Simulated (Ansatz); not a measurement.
Input, command and steps of an Ansatz relaxation.

```yaml
crystal:
  lattice:
    - [5.9474074119, 0.0, 0.0]
    - [0.0, 5.9474074119, 0.0]
    - [0.0, 0.0, 4.9735626107]
  atoms:
    - { symbol: Al, position: [0.1602767402, 0.3397232598, 0.0] }
    - { symbol: Al, position: [0.1602767402, 0.6602767402, 0.5] }
    - { symbol: Al, position: [0.8397232598, 0.3397232598, 0.5] }
    - { symbol: Al, position: [0.8397232598, 0.6602767402, 0.0] }
    - { symbol: Al, position: [0.6602767402, 0.8397232598, 0.5] }
    - { symbol: Al, position: [0.6602767402, 0.1602767402, 0.0] }
    - { symbol: Al, position: [0.3397232598, 0.8397232598, 0.0] }
    - { symbol: Al, position: [0.3397232598, 0.1602767402, 0.5] }
    - { symbol: Cu, position: [0.0, 0.0, 0.75] }
    - { symbol: Cu, position: [0.0, 0.0, 0.25] }
    - { symbol: Cu, position: [0.5, 0.5, 0.25] }
    - { symbol: Cu, position: [0.5, 0.5, 0.75] }
basis:
  ecutwfc: 420
kpoints:
  mp_grid: { grid: [6, 6, 8] }
hamiltonian:
  xc: pbesol
scf:
  occupations: { method: gaussian, width: 0.1 }
output:
  forces: true
  stress: true
  eigenvalues: true
relax:
  adjacent_minimum: "off"
  f_tol: 0.008
  max_steps: 40
  cell: { stress_tol: 0.015, fix: [c, angles] }
```

```bash
ansatz run input.yaml --threads 1 --pin off --max-ram 2560MiB --backend cpu --events-out ev --progress --plain --runs-dir out
```

Level of theory: DFT PBEsol, scalar-relativistic, plane waves, PAW in Ansatz.

Of 5 frames 4 are shown, positions in Å and forces in eV/Å; the SCF threshold varies from step to step. Steps run on the plane waves of an earlier cell, with a Pulay correction in the pressure. The basis is chosen afresh for the last frame, the zero of the energies, and at times for earlier ones too; energy and pressure step there, also at an unchanged geometry.

```xyz
12
Lattice="5.9474 0.0000 0.0000 0.0000 5.9474 0.0000 0.0000 0.0000 4.9736" Properties=species:S:1:pos:R:3:forces:R:3 pbc="T T T" step=1 free_energy_over_end_meV_per_atom=0.14 pressure_GPa=-1.37
Al    0.9532    2.0205    0.0000    0.0390   -0.0390    0.0000
Al    0.9532    3.9269    2.4868    0.0390    0.0390    0.0000
Al    4.9942    2.0205    2.4868   -0.0390   -0.0390    0.0000
Al    4.9942    3.9269    0.0000   -0.0390    0.0390    0.0000
Al    3.9269    4.9942    2.4868    0.0390   -0.0390    0.0000
Al    3.9269    0.9532    0.0000    0.0390    0.0390    0.0000
Al    2.0205    4.9942    0.0000   -0.0390   -0.0390    0.0000
Al    2.0205    0.9532    2.4868   -0.0390    0.0390    0.0000
Cu    0.0000    0.0000    3.7302    0.0000    0.0000    0.0000
Cu    0.0000    0.0000    1.2434    0.0000    0.0000    0.0000
Cu    2.9737    2.9737    1.2434    0.0000    0.0000    0.0000
Cu    2.9737    2.9737    3.7302    0.0000    0.0000    0.0000
12
Lattice="5.9533 0.0000 0.0000 0.0000 5.9533 0.0000 0.0000 0.0000 4.9736" Properties=species:S:1:pos:R:3:forces:R:3 pbc="T T T" step=2 free_energy_over_end_meV_per_atom=0.02 pressure_GPa=-1.55
Al    0.9589    2.0177    0.0000    0.0022   -0.0022    0.0000
Al    0.9589    3.9355    2.4868    0.0022    0.0022    0.0000
Al    4.9944    2.0177    2.4868   -0.0022   -0.0022    0.0000
Al    4.9944    3.9355    0.0000   -0.0022    0.0022    0.0000
Al    3.9355    4.9944    2.4868    0.0022   -0.0022    0.0000
Al    3.9355    0.9589    0.0000    0.0022    0.0022    0.0000
Al    2.0177    4.9944    0.0000   -0.0022   -0.0022    0.0000
Al    2.0177    0.9589    2.4868   -0.0022    0.0022    0.0000
Cu    0.0000    0.0000    3.7302    0.0000    0.0000    0.0000
Cu    0.0000    0.0000    1.2434    0.0000    0.0000    0.0000
Cu    2.9766    2.9766    1.2434    0.0000    0.0000    0.0000
Cu    2.9766    2.9766    3.7302    0.0000    0.0000    0.0000
12
Lattice="5.9513 0.0000 0.0000 0.0000 5.9513 0.0000 0.0000 0.0000 4.9736" Properties=species:S:1:pos:R:3:forces:R:3 pbc="T T T" step=3 free_energy_over_end_meV_per_atom=0.01 pressure_GPa=-1.47
Al    0.9588    2.0168    0.0000    0.0012   -0.0012    0.0000
Al    0.9588    3.9344    2.4868    0.0012    0.0012    0.0000
Al    4.9925    2.0168    2.4868   -0.0012   -0.0012    0.0000
Al    4.9925    3.9344    0.0000   -0.0012    0.0012    0.0000
Al    3.9344    4.9925    2.4868    0.0012   -0.0012    0.0000
Al    3.9344    0.9588    0.0000    0.0012    0.0012    0.0000
Al    2.0168    4.9925    0.0000   -0.0012   -0.0012    0.0000
Al    2.0168    0.9588    2.4868   -0.0012    0.0012    0.0000
Cu    0.0000    0.0000    3.7302    0.0000    0.0000    0.0000
Cu    0.0000    0.0000    1.2434    0.0000    0.0000    0.0000
Cu    2.9756    2.9756    1.2434    0.0000    0.0000    0.0000
Cu    2.9756    2.9756    3.7302    0.0000    0.0000    0.0000
12
Lattice="5.9502 0.0000 0.0000 0.0000 5.9502 0.0000 0.0000 0.0000 4.9736" Properties=species:S:1:pos:R:3:forces:R:3 pbc="T T T" step=5 free_energy_over_end_meV_per_atom=0.00 pressure_GPa=-1.43
Al    0.9588    2.0163    0.0000    0.0000    0.0000    0.0000
Al    0.9588    3.9339    2.4868    0.0000    0.0000    0.0000
Al    4.9914    2.0163    2.4868    0.0000    0.0000    0.0000
Al    4.9914    3.9339    0.0000    0.0000    0.0000    0.0000
Al    3.9339    4.9914    2.4868    0.0000    0.0000    0.0000
Al    3.9339    0.9588    0.0000    0.0000    0.0000    0.0000
Al    2.0163    4.9914    0.0000    0.0000    0.0000    0.0000
Al    2.0163    0.9588    2.4868    0.0000    0.0000    0.0000
Cu    0.0000    0.0000    3.7302    0.0000    0.0000    0.0000
Cu    0.0000    0.0000    1.2434    0.0000    0.0000    0.0000
Cu    2.9751    2.9751    1.2434    0.0000    0.0000    0.0000
Cu    2.9751    2.9751    3.7302    0.0000    0.0000    0.0000
```

Time: 85 s on 1 thread of AMD EPYC 9R14 (Zen 4) (shared host), peak memory 0.72 GiB.